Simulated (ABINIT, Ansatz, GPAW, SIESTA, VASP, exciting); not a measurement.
# One calculation of Pd, 7 ways

```
CELL_PARAMETERS angstrom
-0.01113 1.95522 1.94186
1.97107 0.00634 1.92440
1.96444 1.93112 0.01297
ATOMIC_POSITIONS crystal
Pd 0.02384 0.98301 0.99703
```

The given cell was strained at random by a few per cent at fixed volume.

Alike in all runs: task single point; functional PBEsol; k mesh 12 × 12 × 12; occupations fermi-dirac, width 0.05 eV; no spin polarisation; no spin-orbit coupling. Pressure is positive in compression and, in plane waves, holds the error of the finite cutoff, which Ansatz's Pulay term estimates and takes out.

```
                                                                                      program and potentials  plane-wave cutoff (eV)                                                                                                                            notes  band gap (eV)  pressure (GPa)  energy over the undisturbed cell (meV/atom)
                                                                                          Ansatz, Ansatz PAW                     420  potentials made for PBE, which Ansatz adapts in part; 18 valence electrons an atom on average; Pulay term of +0.04 GPa included         no gap           -2.81                                         1.79
                                                             ABINIT, PseudoDojo NC SR PBEsol v0.4.1 standard                    1116                                                                                          18 valence electrons an atom on average         no gap           -2.93                                            -
                                                                              VASP, PBE PAW files Pd, 520 eV                     520                                                                 potentials made for PBE; 10 valence electrons an atom on average         no gap           -3.14                                            -
SIESTA, files PseudoDojo sr-pbesol-0.4.1-standard, DZP (energy shift 0.003 Ry; two zetas on semicore shells)                       -                                                                            atomic basis; 18 valence electrons an atom on average         no gap           -2.28                                         1.94
                                                              Ansatz, all-electron LAPW, scalar-relativistic                       -                                                                                                                                -         no gap           -2.86                                            -
                                                           GPAW, PAW data sets generated for this functional                     600                                                                                          16 valence electrons an atom on average         no gap           -2.40                                         1.72
                             exciting, all-electron LAPW+lo, shipped species files, valence relativity iora*                       -                                                                                                                                -         no gap               -                                         1.80
```

None finds a gap. The pressure spans -3.14 (VASP, PBE PAW files Pd, 520 eV) to -2.28 GPa (SIESTA, files PseudoDojo sr-pbesol-0.4.1-standard, DZP (energy shift 0.003 Ry; two zetas on semicore shells)), with all-electron results at -2.86. Rows in atomic bases carry the error of their basis and grid, which can be large.

Differences between rows come from potentials, basis sets and numerical settings, since the functional is the same but for its coding. Runs on potential files found faulty are left out.
